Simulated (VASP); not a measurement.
# Ba (P6/mmm) in VASP: reference runs, part 2 of 2

VASP 6.6.1.

## (3) Single point, PBE (cell strained at random at fixed volume)

INCAR

```
PREC = Accurate ; ENCUT = 520
EDIFF = 1E-7 ; ISMEAR = -1
SIGMA = 0.05 ; LREAL = F
LASPH = T ; NELM = 100
ALGO = Normal ; ISIF = 2
LWAVE = F ; LCHARG = F
GGA = PE ; NBANDS = 11
```

KPOINTS

```
Automatic mesh
0
Gamma
  7 7 7
```

POSCAR

```
Ba
1.0
    4.2223940000     -0.0590610000      0.0060370000
   -2.1623450000      3.8025710000      0.0116810000
    0.0054790000      0.0154060000      3.9555390000
Ba
1
Direct
    0.0021150000      0.0047450000     -0.0072310000
```

Potentials or basis: VASP PAW PBE potentials, release 64 (Ba_sv).

Started as:

```bash
$ cat potpaw_PBE.64/Ba_sv/POTCAR > POTCAR
$ mpirun -np 1 vasp_std > vasp.out
```

OUTCAR:

```text
PREC = Accurate
   ENCUT = 520
   EDIFF = 1E-7
   ISMEAR = -1
   LREAL = F
   LASPH = T
   NELM = 100
   ISIF = 2
   GGA = PE

 ion  position               nearest neighbor table
   1  0.002  0.005  0.993-

  LATTYP: Found a triclinic cell.
 ALAT       =     4.2729361018
 B/A-ratio  =     0.9882692496
 C/A-ratio  =     0.9257271117
 COS(alpha) =     0.0027601288
 COS(beta)  =     0.0082265120
 COS(gamma) =     0.4698205813

  Lattice vectors:

 A1 = (  -2.0600490000,  -3.7435100000,  -0.0177180000)
 A2 = (  -4.2223940000,   0.0590610000,  -0.0060370000)
 A3 = (  -0.0054790000,  -0.0154060000,  -3.9555390000)

Analysis of symmetry for initial positions (statically):
=====================================================================
 Subroutine PRICEL returns:
 Original cell was already a primitive cell.

 Routine SETGRP: Setting up the symmetry group for a
 triclinic supercell.

 Subroutine GETGRP returns: Found  2 space group operations
 (whereof  1 operations were pure point group operations)
 out of a pool of  2 trial point group operations.

The static configuration has the point symmetry C_1 .
 The point group associated with its full space group is S_2 .

Analysis of symmetry for dynamics (positions and initial velocities):
=====================================================================
 Subroutine PRICEL returns:
 Original cell was already a primitive cell.

 Routine SETGRP: Setting up the symmetry group for a
 triclinic supercell.

 Subroutine GETGRP returns: Found  2 space group operations
 (whereof  1 operations were pure point group operations)
 out of a pool of  2 trial point group operations.

The dynamic configuration has the point symmetry C_1 .
 The point group associated with its full space group is S_2 .

 Subroutine INISYM returns: Found  2 space group operations
 (whereof  1 operations are pure point group operations),
 and found     1 'primitive' translations

----------------------------------------------------------------------------------------

                                     Primitive cell

  volume of cell :      63.0037

  direct lattice vectors                    reciprocal lattice vectors
     4.222394000 -0.059061000  0.006037000     0.238732633  0.135758768 -0.000859432
    -2.162345000  3.802571000  0.011681000     0.003709482  0.265092565 -0.001037618
     0.005479000  0.015406000  3.955539000    -0.000375312 -0.000990035  0.252814423

  length of vectors
     4.222811355  4.374404937  3.955572796     0.274635125  0.265120548  0.252816640

  position of ions in fractional coordinates (direct lattice)
     0.002115000  0.004745000  0.992769000

  ion indices of the primitive-cell ions
   primitive index   ion index
                 1           1

----------------------------------------------------------------------------------------

 KPOINTS: Automatic mesh

Automatic generation of k-mesh.
 Grid dimensions read from file:
 generate k-points for:    7    7    7

 Generating k-lattice:

  Cartesian coordinates                     Fractional coordinates (reciprocal lattice)
     0.034104662  0.019394110 -0.000122776     0.142857143  0.000000000 -0.000000000
     0.000529926  0.037870366 -0.000148231    -0.000000000  0.142857143  0.000000000
    -0.000053616 -0.000141434  0.036116346     0.000000000  0.000000000  0.142857143

  Length of vectors
     0.039233589  0.037874364  0.036116663

  Shift w.r.t. Gamma in fractional coordinates (k-lattice)
     0.000000000  0.000000000  0.000000000

 Subroutine IBZKPT returns following result:
 ===========================================

 Found    172 irreducible k-points:

 Following reciprocal coordinates:
            Coordinates               Weight
  0.000000  0.000000  0.000000      1.000000
  0.142857  0.000000 -0.000000      2.000000
  0.285714 -0.000000  0.000000      2.000000
  0.428571 -0.000000  0.000000      2.000000
 -0.000000  0.142857  0.000000      2.000000
  0.142857  0.142857  0.000000      2.000000
[... 16 lines left out ...]
 -0.428571  0.428571 -0.000000      2.000000
 -0.285714  0.428571  0.000000      2.000000
 [... further k-points ...]
   k-points           NKPTS =    172   k-points in BZ     NKDIM =    172   number of bands    NBANDS=     11
   number of dos      NEDOS =    301   number of ions     NIONS =      1
   total plane-waves  NPLWV =  34560
   dimension x,y,z NGX =    32 NGY =   36 NGZ =   30
   dimension x,y,z NGXF=    64 NGYF=   72 NGZF=   60
   ions per type =               1
   NGX,Y,Z   is equivalent  to a cutoff of  12.60, 13.68, 12.61 a.u.
   NGXF,Y,Z  is equivalent  to a cutoff of  25.20, 27.36, 25.22 a.u.
 SYSTEM =  unknown system
   PREC   = accura    normal or accurate (medium, high low for compatibility)
   ISTART =      0    job   : 0-new  1-cont  2-samecut
   ICHARG =      2    charge: 1-file 2-atom 10-const
   ISPIN  =      1    spin polarized calculation?
   LNONCOLLINEAR =      F non collinear calculations
   LSORBIT =      F    spin-orbit coupling
   LASPH  =      T    aspherical Exc in radial PAW
   ENCUT  =  520.0 eV  38.22 Ry    6.18 a.u.   7.85  8.13  7.35*2*pi/ulx,y,z
   NELM   =    100;   NELMIN=  2; NELMDL= -5     # of ELM steps
   EDIFF  = 0.1E-06   stopping-criterion for ELM
   LREAL  =      F    real-space projection
   EDIFFG = 0.1E-05   stopping-criterion for IOM
   NSW    =      0    number of steps for IOM
   IBRION =     -1    ionic relax: 0-MD 1-quasi-New 2-CG
   NFREE  =      0    steps in history (QN), initial steepest desc. (CG)
   ISIF   =      2    stress and relaxation
   ISYM   =      2    0-nonsym 1-usesym 2-fastsym
   POTIM  = 0.5000    time-step for ionic-motion
   TEBEG  =    0.0;   TEEND  =   0.0 temperature during run
   PSTRESS=    0.0 pullay stress
   NELECT =      10.0000    total number of electrons
   NUPDOWN=      -1.0000    fix difference up-down
   EMIN   =  10.00;   EMAX   =-10.00  energy-range for DOS
   EFERMI =   0.00;   METHOD = LEGACY
   ISMEAR =    -1;   SIGMA  =   0.05  broadening in eV -4-tet -1-fermi 0-gaus
   EFERMI_NEDOS =   21; number of points for ismear=-14 and -15
   IALGO  =     38    algorithm
   IMIX   =      4    mixing-type and parameters
     AMIX     =   0.40;   BMIX     =  1.00
     AMIX_MAG =   1.60;   BMIX_MAG =  1.00
  volume/ion in A,a.u.               =      63.00       425.17
  Fermi-wavevector in a.u.,A,eV,Ry     =   0.886379  1.675014 10.689660  0.785668
  Thomas-Fermi vector in A             =   2.007537
   LORBIT       =      0    0 simple, 1 ext, 2 COOP (PROOUT), +10 PAW based schemes
   GGA     = PE    functional components
   LHFCALC =     F    Hartree Fock is set to
   AEXX    =    0.0000 exact exchange contribution
   IVDW    =     0    specifies the selected vdW correction
   LEPSILON=     F    determine dielectric tensor
   LRPA    =     F    only Hartree local field effects (RPA)
 non-spin polarized calculation
  energy-cutoff  :      520.00
  volume of cell :       63.00
 maximum number of plane-waves:      1713
   NGX = 15   NGY = 17   NGZ = 15

 number of electron      10.0000000 magnetization

 Free energy of the ion-electron system (eV)
  ---------------------------------------------------
  ext. energy  EPLUGINS =         0.00000000
  ---------------------------------------------------
  free energy    TOTEN  =        -1.73159883 eV

  energy without entropy =       -1.72152628  energy(sigma->0) =       -1.72656255

 E-fermi :   1.6678     XC(G=0):  -7.3982

 val. band max:        1.6398467453   @ k =   0.2857   0.2857   0.0000
 cond. band min:       1.6742084285   @ k =   0.4286   0.4286   0.2857
 fundamental gap:      0.0343616832
 Fermi energy:         1.6678456408

 k-point     1 :       0.0000    0.0000    0.0000
  band No.  band energies     occupation
      1     -27.4499      2.00000
      2     -12.3826      2.00000
      3     -12.3584      2.00000
      4     -12.3034      2.00000
      5      -1.0418      2.00000
      6       1.7811      0.18821
      7       3.1365      0.00000
      8       3.5990      0.00000
      9       6.4215      0.00000
     10       6.5063      0.00000
     11       7.7606      0.00000
[... 309 lines left out ...]
 k-point    24 :      -0.2857    0.4286    0.0000
  band No.  band energies     occupation
      1     -27.4125      2.00000
      2     -12.7575      2.00000
      3     -12.5248      2.00000
      4     -12.2564      2.00000
      5       0.7007      2.00000
      6       1.9784      0.00400
      7       2.5116      0.00000
      8       4.7992      0.00000
      9       5.6058      0.00000
     10       5.8167      0.00000
     11       7.4037      0.00000

 [... further k-points ...]

------------------------ aborting loop because EDIFF is reached ----------------------------------------

  FORCE on cell =-STRESS in cart. coord.  units (eV):
  Direction    XX          YY          ZZ          XY          YZ          ZX
  --------------------------------------------------------------------------------------
  -------------------------------------------------------------------------------------
  Total        0.0321380     -0.1601484     -0.0000840      0.0741713      0.0104121      0.0034333
  in kB        0.8172658     -4.0725566     -0.0021370      1.8861678      0.2647788      0.0873087
  external PRESSURE =      -1.0858093 kB  Pullay stress =       0.0000000 kB

 VOLUME and BASIS-vectors are now :
 -----------------------------------------------------------------------------
  energy-cutoff  :      520.00
  volume of cell :       63.00
      direct lattice vectors                 reciprocal lattice vectors
     4.222394000 -0.059061000  0.006037000     0.238732633  0.135758768 -0.000859432
    -2.162345000  3.802571000  0.011681000     0.003709482  0.265092565 -0.001037618
     0.005479000  0.015406000  3.955539000    -0.000375312 -0.000990035  0.252814423

 POSITION                                       TOTAL-FORCE (eV/Angst)
 -----------------------------------------------------------------------------------
      0.00411      0.03321      3.92700        -0.000000     -0.000000      0.000000
 -----------------------------------------------------------------------------------
    total drift:                                0.000001      0.000001     -0.000002

  FREE ENERGIE OF THE ION-ELECTRON SYSTEM (eV)
  ---------------------------------------------------
  free  energy   TOTEN  =        -1.7315988329 eV

  energy  without entropy=       -1.7215262762  energy(sigma->0) =       -1.72656255
```

OSZICAR:

```text
N       E                     dE             d eps       ncg     rms          rms(c)
DAV:   1     0.558959274340E+02    0.55896E+02   -0.42208E+03  3784   0.747E+02
DAV:   2     0.112723501988E+01   -0.54769E+02   -0.53288E+02  4511   0.137E+02
DAV:   3    -0.164144127883E+01   -0.27687E+01   -0.27531E+01  4884   0.322E+01
DAV:   4    -0.172681733121E+01   -0.85376E-01   -0.85249E-01  4863   0.519E+00
DAV:   5    -0.172950248997E+01   -0.26852E-02   -0.26849E-02  5193   0.738E-01    0.177E+00
DAV:   6    -0.172980557732E+01   -0.30309E-03   -0.57668E-03  4778   0.625E-01    0.105E+00
DAV:   7    -0.173125979304E+01   -0.14542E-02   -0.11564E-02  4487   0.992E-01    0.638E-02
DAV:   8    -0.173159436955E+01   -0.33458E-03   -0.55625E-04  4904   0.166E-01    0.346E-02
DAV:   9    -0.173159904651E+01   -0.46770E-05   -0.14543E-05  4492   0.292E-02    0.497E-03
DAV:  10    -0.173159925894E+01   -0.21243E-06   -0.34787E-06  4951   0.986E-03    0.153E-03
DAV:  11    -0.173159907605E+01    0.18288E-06   -0.99398E-08  4200   0.227E-03    0.827E-04
DAV:  12    -0.173159882015E+01    0.25590E-06   -0.47420E-08  3287   0.198E-03    0.659E-05
DAV:  13    -0.173159883294E+01   -0.12787E-07   -0.23861E-09  2252   0.315E-04
   1 F= -.17315988E+01 E0= -.17265626E+01  d E =-.100726E-01
```

Run time: 36 s. Hardware: 1 thread of Intel Xeon 6975P-C (Granite Rapids), shared host; peak memory 0.25 GiB.

What came out:

```yaml
Free_energy: -1.7316 eV
Pressure: -0.1 GPa
Band_gap_on_the_k_mesh: none (metal or under the smearing width)
```

The run has no spin-orbit coupling, so splittings on Ba are missing.
